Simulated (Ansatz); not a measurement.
# Trial inputs on Sr

All trials start from this Ansatz input:

```yaml
crystal:
  lattice:
    - [-2.425, 2.425, 2.425]
    - [2.425, -2.425, 2.425]
    - [2.425, 2.425, -2.425]
  atoms:
    - { symbol: Sr, position: [0.0, 0.0, 0.0] }
basis:
  ecutwfc: 420
kpoints:
  mp_grid: { grid: [4, 4, 4] }
hamiltonian:
  xc: pbe
scf:
  occupations: { method: gaussian, width: 0.1 }
output:
  forces: true
  stress: true
  eigenvalues: true
```

Command:

```bash
ansatz run input.yaml --threads 1 --pin off --max-ram 1331MiB --backend cpu --events-out ev --progress --plain --runs-dir out
```

The run converges in 6 SCF iterations on 8 irreducible k-points: pressure -0.79 GPa, no gap.

These settings were drawn at random to show what each does; none of the numbers is a converged property of the crystal. Each trial's input is given as a difference from the reference's; energies are extrapolated to zero smearing where there is one, and pressure is positive in compression. Charged cells sit in a uniform background, and their pressures hang on that convention.

Trial 1 (volume scaled):

```diff
 crystal:
   lattice:
-    - [-2.425, 2.425, 2.425]
-    - [2.425, -2.425, 2.425]
-    - [2.425, 2.425, -2.425]
+    - [-2.1834974864, 2.1834974864, 2.1834974864]
+    - [2.1834974864, -2.1834974864, 2.1834974864]
+    - [2.1834974864, 2.1834974864, -2.1834974864]
 kpoints:
-  mp_grid: { grid: [4, 4, 4] }
+  mp_grid: { grid: [2, 2, 2] }
 hamiltonian:
-  xc: pbe
+  xc: blyp
 scf:
-  occupations: { method: gaussian, width: 0.1 }
+  occupations: { method: fermi_dirac, width: "300 K" }
+  n_extra_bands: 20
+  mixing: { algorithm: msr1, preconditioner: local_kerker }
+  max_iter: 80
+  convergence: { dr2_threshold: "1e-6 eV" }
```

The run converges in 6 SCF iterations on 3 irreducible k-points: pressure -2.56 GPa, no gap. It warns that the SCF threshold is loose for the forces; that the SCF threshold is loose for the stress.

Trial 2:

```diff
 basis:
-  ecutwfc: 420
+  ecutwfc: "18 Ry"
 kpoints:
-  mp_grid: { grid: [4, 4, 4] }
+  mp_grid: { kspacing: 0.46 }
 hamiltonian:
-  xc: pbe
+  xc: blyp
+  dispersion: d4
 scf:
+  mixing: { ndim: 4, preconditioner: none }
+  initial_density: { chi_scale: 0, normalization: atom }
+  max_iter: 86
```

The run converges in 5 SCF iterations on 8 irreducible k-points: pressure -1.12 GPa (unreliable at so low a cutoff), no gap. It warns that the cutoff lies under the recommended one, 420 eV for these potentials.

Trial 3:

```diff
 kpoints:
-  mp_grid: { grid: [4, 4, 4] }
+  mp_grid: { grid: [2, 2, 2] }
 scf:
+  algorithm: direct_min
+  convergence: { dr2_threshold: "1e-13 eV" }
+  max_iter: 91
```

The run converges in 7 SCF iterations on 3 irreducible k-points: energy 64.0 meV per atom above the reference, pressure -3.68 GPa, no gap.

Trial 4:

```diff
+total_charge: 0.5
 scf:
+  n_extra_bands: 12
```

The run converges in 6 SCF iterations on 8 irreducible k-points: pressure 3.59 GPa (with the neutralising background of the charged cell), no gap.

Trial 5:

```diff
 basis:
-  ecutwfc: 420
+  ecutwfc: 500
 kpoints:
-  mp_grid: { grid: [4, 4, 4] }
+  mp_grid: { grid: [1, 1, 1] }
 hamiltonian:
-  xc: pbe
+  xc: r2scan
```

The run converges in 6 SCF iterations on 1 irreducible k-point: pressure -3.63 GPa, gap on the sampled k-points 6.37 eV (the reference is a metal, so it comes from the sampling or the changed settings).

Trial 6:

```diff
 basis:
-  ecutwfc: 420
+  ecutwfc: 300
```

The run converges in 6 SCF iterations on 8 irreducible k-points: energy 2.48 meV per atom above the reference, pressure -0.78 GPa, no gap. It warns that the cutoff lies under the recommended one, 420 eV for these potentials.

Trial 7 (volume scaled):

```diff
 crystal:
   lattice:
-    - [-2.425, 2.425, 2.425]
-    - [2.425, -2.425, 2.425]
-    - [2.425, 2.425, -2.425]
+    - [-2.5183596394, 2.5183596394, 2.5183596394]
+    - [2.5183596394, -2.5183596394, 2.5183596394]
+    - [2.5183596394, 2.5183596394, -2.5183596394]
 basis:
-  ecutwfc: 420
+  ecutwfc: 460
 kpoints:
-  mp_grid: { grid: [4, 4, 4] }
+  mp_grid: { grid: [4, 4, 4], shift: [0.5, 0.5, 0.5] }
 scf:
-  occupations: { method: gaussian, width: 0.1 }
+  occupations: { method: fermi_dirac, width: 0.033 }
```

The run converges in 6 SCF iterations on 6 irreducible k-points: energy 88.8 meV per atom above the reference, pressure -1.36 GPa, no gap.

Trial 8:

```diff
 basis:
-  ecutwfc: 420
+  ecutwfc: 310
 kpoints:
-  mp_grid: { grid: [4, 4, 4] }
+  mp_grid: { kspacing: 1.1 }
 hamiltonian:
-  xc: pbe
+  xc: pbesol
+  dispersion: d4
```

The run converges in 6 SCF iterations on 3 irreducible k-points: pressure -4.48 GPa, no gap. It warns that the cutoff lies under the recommended one, 420 eV for these potentials.

Trial 9:

```diff
 basis:
-  ecutwfc: 420
+  ecutwfc: 40
 scf:
+  n_extra_bands: 3
+  mixing: { beta: 0.037 }
+  initial_density: { chi_scale: 0, normalization: atom }
+  max_iter: 78
```

The run converges in 9 SCF iterations on 8 irreducible k-points: energy 101 eV per atom above the reference, pressure -2.06 GPa (unreliable at so low a cutoff), no gap. It warns that the cutoff lies under the recommended one, 420 eV for these potentials.

Trial 10 (the one atom moved, which only shifts the crystal as a whole):

```diff
 crystal:
   atoms:
-    - { symbol: Sr, position: [0.0, 0.0, 0.0] }
+    - { symbol: Sr, position: [0.0, 0.0412371134, 0.0412371134] }
 basis:
-  ecutwfc: 420
+  ecutwfc: 500
 kpoints:
-  mp_grid: { grid: [4, 4, 4] }
+  mp_grid: { kspacing: 0.63 }
 hamiltonian:
-  xc: pbe
+  xc: r2scan
 scf:
+  self_checks: high
```

The run converges in 6 SCF iterations on 4 irreducible k-points: pressure 0.27 GPa, no gap.